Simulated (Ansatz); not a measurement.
A band-structure calculation of BaTiO3 (started from an entry of an open crystallographic database) with Ansatz 0.2.0, at the level PBE. The geometry is the r2SCAN minimum.

input.yaml:
```yaml
crystal:
  lattice:
    - [2.8399983144, 1.6396737913, 2.3313532688]
    - [-2.8399983144, 1.6396737913, 2.3313532688]
    - [0.0, -3.2793475827, 2.3313532687]
  atoms:
    - { symbol: Ba, position: [-0.0032057798, -0.0032057798, -0.0032057798] }
    - { symbol: Ti, position: [0.4833346617, 0.4833346617, 0.4833346617] }
    - { symbol: O, position: [0.5098255445, 0.5098255445, 0.0194200292] }
    - { symbol: O, position: [0.0194200292, 0.5098255445, 0.5098255445] }
    - { symbol: O, position: [0.5098255445, 0.0194200292, 0.5098255445] }
kpoints:
  mp_grid: { grid: [6, 6, 6] }
  band_path:
    path:
      - [[0.0, 0.0, 0.0], [0.5, 0.5, 0.5], [0.5035661179972, 0.4964338820028, 0.5]]
      - [[0.5, -0.4964338820028, 0.4964338820028], [0.5, -7.787702658644e-18, 9.554999316753e-17], [0.0, 0.0, 0.0], [0.4982169410014, -0.4982169410014, 8.383080416811e-17]]
      - [[0.5017830589986, -2.179804008876e-17, 0.4982169410014], [0.5, 8.278371790467e-19, 0.5], [0.0, 0.0, 0.0]]
    npoints: 10
hamiltonian:
  xc: pbe
scf:
  occupations: { method: fermi_dirac, width: 0.02 }
  n_extra_bands: 5
output:
  forces: true
  stress: true
  eigenvalues: true
```

Command: `ansatz run input.yaml --threads 4 --pin off --max-ram 7372MiB --backend cpu --events-out ev --progress --plain --runs-dir out`. Wall time 2.8 s on 4 threads of Arm Neoverse V2, on a shared host; peak host memory 0.36 GiB.

The log, with set-up remarks and timings taken out:
```
scf.n_extra_bands = 5 over 20 filled bands (N_el = 40.0): the run solves 25 bands
Functional definition: PBE
Crystal: 5 atoms, lattice volume = 65.138 Å³
Basis set: ecut = 420 eV, 1309 PW (Γ)
Symmetry: 6 space group operations
Space group: R3m (ITA 160)
k-points: 32 of 216 (time reversal used)
preconditioner: auto → Resta (q_TF=auto, 2.515 Å⁻¹)  ε∞=5.6  [insulator: Δε(μ)=2.491 eV  σ=0.020 eV  ℏωp=26.0 eV]
SCF converged after 6 iterations
Free energy (F): -10159.616431 eV
Fermi energy:    11.278937 eV
--- Forces (eV/Å), atoms counted from 1 ---
  atom   1  Ba      0.00000      0.00000    -0.01501
  atom   2  Ti      0.00000      0.00000      0.05069
  atom   3  O       0.00000      0.08909    -0.01189
  atom   4  O     -0.07715    -0.04454    -0.01189
  atom   5  O       0.07715    -0.04454    -0.01189
--- Stress (GPa, compression-positive) ---
        3.210102       0.000000       0.000000
        0.000000       3.210102       0.000000
        0.000000       0.000000       3.078700
  P = ⅓ Tr σ = 3.1663 GPa (31.663 kbar)
```

Levels along the path, in eV from the valence top (v1 is the last filled band, c1 the first empty one):
```
point  distance (1/Å)     v3     v2     v1    c1    c2
    Γ            0.00  -0.55  -0.41  -0.41  2.51  2.51
    ·            0.67  -0.72  -0.72  -0.56  3.56  3.58
    T            1.35  -0.02  -0.02   0.00  4.32  4.49
    ·            1.35  -0.02  -0.02   0.00  4.32  4.49
   H₂            1.36  -0.02  -0.02   0.00  4.32  4.49
   H₀            1.36  -0.02  -0.02   0.00  4.32  4.49
    ·            1.79  -0.62  -0.42  -0.31  3.81  4.10
    ·            2.34  -1.38  -1.11  -0.73  2.68  3.80
    L            2.45  -1.55  -0.95  -0.81  2.65  3.81
    ·            2.77  -1.33  -0.75  -0.68  2.61  3.33
    ·            3.16  -0.61  -0.42  -0.40  2.51  2.54
    Γ            3.23  -0.55  -0.41  -0.41  2.51  2.51
    ·            3.68  -1.10  -0.68  -0.49  2.82  3.07
    ·            4.23  -0.89  -0.86  -0.08  3.84  3.88
   S₀            4.34  -0.86  -0.81  -0.05  3.90  3.90
   S₂            4.34  -0.86  -0.81  -0.05  3.90  3.90
    ·            4.34  -0.86  -0.81  -0.05  3.90  3.90
    ·            4.34  -0.86  -0.81  -0.05  3.90  3.90
    F            4.34  -0.86  -0.81  -0.05  3.90  3.90
    ·            4.67  -1.14  -0.87  -0.28  3.56  3.65
    ·            5.22  -0.91  -0.47  -0.47  2.65  2.65
    Γ            5.44  -0.55  -0.41  -0.41  2.51  2.51
```

With PBE the valence top lies at T and the conduction bottom at Γ, 2.51 eV higher; the smallest vertical gap, at Γ–S₀ (0.10 of the way from Γ), is 2.88 eV. With the atoms held, the mean pressure is +3.17 GPa (compression positive). The largest force is 0.09 eV/Å.

The values are computed, spin-unpolarised, and not measurements.

Spin-orbit coupling is left out.
